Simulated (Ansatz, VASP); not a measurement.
# Al12H in VASP and in Ansatz

INCAR

```
  PREC = Accurate
  ENCUT = 520
  EDIFF = 1E-6
  ISMEAR = 0
  SIGMA = 0.1
  LREAL = F
  LASPH = T
  NELM = 100
  ALGO = Fast
  ISIF = 2
  LWAVE = F
  LCHARG = F
  LDIPOL = T
  IDIPOL = 3
  DIPOL = 0.5 0.5 0.297
  GGA = PS
  NBANDS = 30
```

Contents of KPOINTS:

```
regular mesh
0
Gamma
  5 5 1
```

Contents of POSCAR:

```
Al12H
1.0
    5.6788540124      0.0000000000      0.0000000000
    0.0000000000      5.6788540124      0.0000000000
    0.0000000000      0.0000000000     21.1413451746
Al H
12 1
Direct
    0.2500000000      0.2500000000      0.1892027195
    0.2500000000      0.7500000000      0.1892027195
    0.7500000000      0.2500000000      0.1892027195
    0.7500000000      0.7500000000      0.1892027195
    0.0000000000      0.0000000000      0.2870821533
    0.0000000000      0.5000000000      0.2870821533
    0.5000000000      0.0000000000      0.2870821533
    0.5000000000      0.5000000000      0.2870821533
    0.2500000000      0.2500000000      0.3850911618
    0.2500000000      0.7500000000      0.3850911618
    0.7500000000      0.2500000000      0.3850911618
    0.7500000000      0.7500000000      0.3850911618
    0.5000000000      0.5000000000      0.4177286309
```

Input for Ansatz:

```yaml
crystal:
  lattice:
    - [5.6788540124, 0.0, 0.0]
    - [0.0, 5.6788540124, 0.0]
    - [0.0, 0.0, 21.1413451746]
  atoms:
    - { symbol: Al, position: [0.25, 0.25, 0.1892027195] }
    - { symbol: Al, position: [0.25, 0.75, 0.1892027195] }
    - { symbol: Al, position: [0.75, 0.25, 0.1892027195] }
    - { symbol: Al, position: [0.75, 0.75, 0.1892027195] }
    - { symbol: Al, position: [0.0, 0.0, 0.2870821533] }
    - { symbol: Al, position: [0.0, 0.5, 0.2870821533] }
    - { symbol: Al, position: [0.5, 0.0, 0.2870821533] }
    - { symbol: Al, position: [0.5, 0.5, 0.2870821533] }
    - { symbol: Al, position: [0.25, 0.25, 0.3850911618] }
    - { symbol: Al, position: [0.25, 0.75, 0.3850911618] }
    - { symbol: Al, position: [0.75, 0.25, 0.3850911618] }
    - { symbol: Al, position: [0.75, 0.75, 0.3850911618] }
    - { symbol: H, position: [0.5, 0.5, 0.4177286309] }
basis:
  ecutwfc: 420
kpoints:
  mp_grid: { grid: [5, 5, 1] }
hamiltonian:
  xc: pbesol
scf:
  occupations: { method: gaussian, width: 0.1 }
output:
  forces: true
  eigenvalues: true
efield:
  axis: 3
  dipole_correction: true
  ramp_width: 0.04
```

Alike in both runs: task single point; functional PBEsol; k mesh 5 × 5 × 1; occupations gaussian, width 0.1 eV; no spin polarisation.

```csv
,VASP,Ansatz
version,VASP 6.6.1,Ansatz 0.2.0
potentials or method,"VASP PAW PBE potentials, release 64 (Al, H)","scalar-relativistic, plane waves, PAW"
plane-wave cutoff (eV),520,420
valence electrons in the cell,37,37
```

```tsv
	VASP	Ansatz	Ansatz less VASP
gap on the k mesh at the Fermi level (eV)	none	none	-
rms of the force components (eV/Å)	0.056	0.056	-0.0003
work function, face that differs most (eV)	4.37	4.39	+0.021
```

Atom by atom the forces differ by 0.001 eV/Å (rms over components). A gap of «none» marks a metal or a gap that the smearing closes.

Caveats: the PAW data sets were made with another functional, which shifts forces and pressure a little (VASP).
